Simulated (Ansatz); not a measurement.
**Ru: course of a relaxation**

Theory: Ansatz 0.2.0, DFT PBE, scalar-relativistic, plane waves, PAW. (420 eV cutoff, 8×12×12 k-mesh, Gaussian smearing of 0.10 eV, no spin polarisation)

What was changed: 6 of 6 Os sites taken by Ru, cell and atoms relaxed.

Command:

```bash
ansatz run input.yaml --threads 1 --pin off --max-ram 2560MiB --backend cpu --events-out ev --progress --plain --runs-dir out
```

Input:

```yaml
crystal:
  lattice:
    - [0.0, 0.0, -4.29681029]
    - [-4.0799883978, -2.3555823997, 0.0]
    - [0.0, 4.7111647995, 0.0]
  atoms:
    - { symbol: Ru, position: [0.75, 0.6666666667, 0.6666666667] }
    - { symbol: Ru, position: [0.75, 1.0, 0.3333333333] }
    - { symbol: Ru, position: [0.75, 0.3333333333, 1.0] }
    - { symbol: Ru, position: [0.25, 0.3333333333, 0.3333333333] }
    - { symbol: Ru, position: [0.25, 0.6666666667, 0.0] }
    - { symbol: Ru, position: [0.25, 0.0, 0.6666666667] }
basis:
  ecutwfc: 420
kpoints:
  mp_grid: { grid: [8, 12, 12] }
hamiltonian:
  xc: pbe
scf:
  occupations: { method: gaussian, width: 0.1 }
output:
  forces: true
  stress: true
  eigenvalues: true
relax:
  adjacent_minimum: "off"
  f_tol: 0.015
  max_steps: 60
  cell: { stress_tol: 0.15 }
```

F is the free energy. Steps run on the plane waves of an earlier cell, but the last one, and at times one on the way, on a freshly chosen basis, so a repeated geometry can differ a little in energy.

Steps:

```
step F − F(1) (eV) largest force component (eV/Å) V (Å³/atom) P (GPa)
   1         0.0000                           0.000       13.765     0.00
   2        -0.0002                           0.000       13.772    -0.08
   3        -0.0006                           0.000       13.767     0.00
   4        -0.0006                           0.000       13.767     0.00
```

Relaxed structure:

```xyz
6
Lattice="0.0000 0.0000 -4.2893 -4.0838 -2.3578 0.0000 0.0000 4.7156 0.0000" Properties=species:S:1:pos:R:3 pbc="T T T"
Ru   -2.7225    1.5719   -3.2170
Ru   -4.0838   -0.7859   -3.2170
Ru   -1.3613    3.9296   -3.2170
Ru   -1.3613    0.7859   -1.0723
Ru   -2.7225   -1.5719   -1.0723
Ru    0.0000    3.1437   -1.0723
```

The structure is hexagonal, space group P6_3/mmc (No. 194). The conventional cell has a = 2.723 Å, b = 2.723 Å, c = 4.289 Å, α = 90.00°, β = 90.00°, γ = 120.00°. Ru (site symmetry -6m2) is surrounded by 12 Ru at 2.66 to 2.72 Å.

The run converged. It took 75 s on 1 thread of Intel(R) Xeon(R) Platinum 8488C (Sapphire Rapids), with other jobs on the host, peak memory 0.64 GiB.